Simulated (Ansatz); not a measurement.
**SnO2: band structure with revPBE**

The system is SnO2.

```xyz
12
Lattice="5.1753 0.0000 0.0000 0.0000 5.1753 0.0000 0.0000 0.0000 5.1753" Properties=species:S:1:pos:R:3 pbc="T T T"
Sn    0.0000    0.0000    0.0000
Sn    2.5876    0.0000    2.5876
Sn    2.5876    2.5876    0.0000
Sn    0.0000    2.5876    2.5876
O     3.4214    4.3415    0.8337
O     4.3415    0.8337    3.4214
O     0.8337    3.4214    4.3415
O     1.7539    1.7539    1.7539
O     3.4214    3.4214    3.4214
O     4.3415    1.7539    0.8337
O     0.8337    4.3415    1.7539
O     1.7539    0.8337    4.3415
```

Measurements of this composition are mostly on another form, of space group No. 136.

| Quantity | Value |
| --- | --- |
| Program | Ansatz 0.2.0 |
| Task | band structure |
| Functional | revPBE |
| Potentials or basis | Ansatz PAW |
| Cutoff | 420 eV (not typed: the program's choice for these potentials) |
| k mesh | 5 × 5 × 5 |
| Occupations | fermi-dirac, width 0.05 eV |
| Spin | no spin polarisation |
| Path | [["G", "X", "M", "G", "R", "X"], ["M", "R"]] |
| Points for each segment of the path | 10 |

| Item | Value |
| --- | --- |
| Pressure | 2.5 GPa |
| Largest force | 0.011 eV/Å |
| Band gap on the k mesh | 0.62 eV, indirect (least direct gap 0.67 eV) |
| Band gap along the path | 0.61 eV, indirect (least direct gap 0.67 eV) |

Forces in eV/Å, atoms in the order of the input:
```
Sn   0.000  0.000  0.000
Sn   0.000  0.000  0.000
Sn   0.000  0.000  0.000
Sn   0.000  0.000  0.000
O   -0.007  0.007 -0.007
O    0.007 -0.007 -0.007
O   -0.007 -0.007  0.007
O    0.007  0.007  0.007
O   -0.007 -0.007 -0.007
O    0.007  0.007 -0.007
O   -0.007  0.007  0.007
O    0.007 -0.007  0.007
```

Levels at the corners of the path, in eV from the valence-band top:
| point | band 49 | band 50 | band 51 | band 52 | band 53 | band 54 | band 55 | band 56 |
| --- | --- | --- | --- | --- | --- | --- | --- | --- |
| Γ | -0.28 | -0.06 | -0.06 | -0.06 | 0.61 | 5.79 | 5.79 | 5.79 |
| X | -0.44 | -0.44 | -0.01 | -0.01 | 3.68 | 3.68 | 4.92 | 4.92 |
| M | -0.30 | -0.30 | -0.30 | -0.30 | 4.56 | 4.56 | 4.56 | 4.56 |
| Γ | -0.28 | -0.06 | -0.06 | -0.06 | 0.61 | 5.79 | 5.79 | 5.79 |
| R | -0.61 | -0.61 | -0.61 | -0.61 | 5.04 | 5.04 | 5.04 | 5.04 |
| X | -0.44 | -0.44 | -0.01 | -0.01 | 3.68 | 3.68 | 4.92 | 4.92 |
| M | -0.30 | -0.30 | -0.30 | -0.30 | 4.56 | 4.56 | 4.56 | 4.56 |
| R | -0.61 | -0.61 | -0.61 | -0.61 | 5.04 | 5.04 | 5.04 | 5.04 |

It took 8.9 s on 4 threads of Arm Neoverse V2, with other jobs on the host, peak memory 0.7 GiB.

Caveat: the pressure holds a Pulay correction of +0.8 GPa for the finite cutoff; spin-orbit coupling is left out, which moves the levels of the heavy elements; the PAW data sets come from PBE, with cores solved anew for the run's functional, which leaves a small shift of forces and pressure. As with any semilocal functional, this revPBE gap is likely too small.
